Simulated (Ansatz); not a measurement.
## Br under changes of volume

One of the cells (33.988 Å³/atom); the others are scaled copies at fixed shape and fractional positions:

```
Br
1.0
     3.36325   -2.32255    0.00000
     3.36325    2.32255    0.00000
     0.00000    0.00000    8.70230
Br
4
Direct
  0.36510 0.63490 0.39010
  0.13490 0.86510 0.89010
  0.63490 0.36510 0.60990
  0.86510 0.13490 0.10990
```

| Quantity | Value |
| --- | --- |
| Program | Ansatz 0.2.0 |
| Functional | PBE |
| Potentials or basis | all-electron LAPW, scalar-relativistic |
| Cutoff | 348 eV (chosen from the basis error) |
| Basis error allowed | 0.001 eV/atom |
| k mesh | 7 × 7 × 3 |
| Occupations | fermi-dirac, width 0.05 eV |
| Spin | no spin polarisation |

```tsv
volume (Å³/atom)	energy over the lowest point (meV/atom)	pressure (GPa)	gap on the mesh (eV)	largest force (eV/Å)
31.949	?	?	?	?
32.629	33.90	3.2	2.04	1.366
33.308	21.74	2.5	1.98	1.108
33.988	12.57	1.8	1.91	0.868
34.668	6.06	1.2	1.85	0.646
35.348	1.96	0.7	1.79	0.442
36.028	0.00	0.2	1.73	0.257
```

Question: What does the run at 31.949 Å³/atom give?

Answer: Energy over the lowest point 49.40 meV/atom; pressure 4.1 GPa; gap on the mesh 2.11 eV; largest force 1.645 eV/Å.

Worked out: A Birch-Murnaghan fit of order 3 (a polynomial in V^(-2/3)) to the other rows has its minimum at 36.38 Å³/atom, just outside them, with B0 = V·E''(V) = 23 GPa and B' = 4.9 at fixed shape and positions, which overstates the stiffness. It gives 49.42 meV/atom at 31.949 Å³/atom, against the run's 49.40, and -dE/dV = 4.1 GPa, against 4.1. A straight line through the other rows of the gap, of slope -3.14 eV per unit of ln V, extrapolates to 2.11 eV, against the run's 2.11.

Energies are extrapolated to zero smearing.

Caveats: an odd mesh through Γ misses points on the zone boundary, where band edges often lie; forces of over 1 eV/Å show positions far from the minimum, so gaps and moduli don't describe the material at rest (some runs). Spin-orbit coupling on Br is left out.
